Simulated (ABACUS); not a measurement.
The system is GaP.

```
Ga P
1.0
     0.00000    2.72525    2.72525
     2.72525    0.00000    2.72525
     2.72525    2.72525    0.00000
Ga P
1 1
Direct
  0.00000 0.00000 0.00000
  0.75000 0.75000 0.75000
```

Program: ABACUS 3.10.1. Alike in all runs: task single point; no spin polarisation; cell as given; smearing fermi-dirac 0.05 eV.

Order these runs on this cell by their pressure, lowest first.
A. level revTPSS; potentials or basis SG15 ONCV 1.2 PBE, plane waves; k mesh 5 × 5 × 5; cutoff (eV) 1279
B. level PBE; potentials or basis SPMS ONCV 1.0 PBE, plane waves; k mesh 6 × 6 × 6; cutoff (eV) 1102
C. level TASK; potentials or basis SG15 ONCV 1.2 PBE, plane waves; k mesh 5 × 5 × 5; cutoff (eV) 1279

A (0.5 GPa), B (2.7 GPa), C (229.6 GPa).

Caveats: the potentials were made for another functional, which shifts forces and pressure (some runs); an odd mesh through Γ misses points on the zone boundary, where band edges often lie (some runs); a pressure of tens of GPa on the cell as given is suspect, and the run, the potentials or the cell itself is likely at fault (some runs).
